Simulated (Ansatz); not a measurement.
# Sr: single point with LDA

Crystal: Sr.

```
Sr
1.0
    -3.70636    3.70636    2.02088
     3.70636   -3.70636    2.02088
     3.70636    3.70636   -2.02088
Sr
2
Direct
  0.00000 0.00000 0.00000
  0.75000 0.25000 0.50000
```

This isn't the form of Sr at room conditions, which is fcc.

```json
{
 "Program": "Ansatz 0.2.0",
 "Task": "single point",
 "Functional": "LDA",
 "Potentials or basis": "all-electron LAPW, scalar-relativistic",
 "Cutoff": "94 eV (chosen from the basis error)",
 "Basis error allowed": "0.001 eV/atom",
 "k mesh": "8 × 8 × 8",
 "Occupations": "gaussian, width 0.1 eV",
 "Spin": "no spin polarisation"
}
```

```json
{"Pressure": "-1.2 GPa", "Band gap on the k mesh": "none (metal or under the smearing width)"}
```

Stress tensor (GPa, compression positive):
```
-1.04  0.00  0.00
 0.00 -1.04  0.00
 0.00  0.00 -1.59
```

Levels at points of the mesh, in eV from the Fermi level:
```tsv
k point	band 18	band 19	band 20	band 21	band 22	band 23
(0.00, 0.00, 0.00)	-18.47	-3.50	-0.34	0.57	0.99	1.62
(0.00, 0.00, -0.50)	-18.48	-1.89	-1.89	1.02	1.02	1.52
(0.00, -0.50, 0.00)	-18.46	-0.89	-0.04	-0.03	0.95	1.18
(-0.50, -0.50, -0.50)	-18.44	-1.22	-1.22	-0.01	-0.01	1.56
```

Run time: 9.7 s on 1 thread of Arm Neoverse V1, on a shared host, peak memory 0.28 GiB.
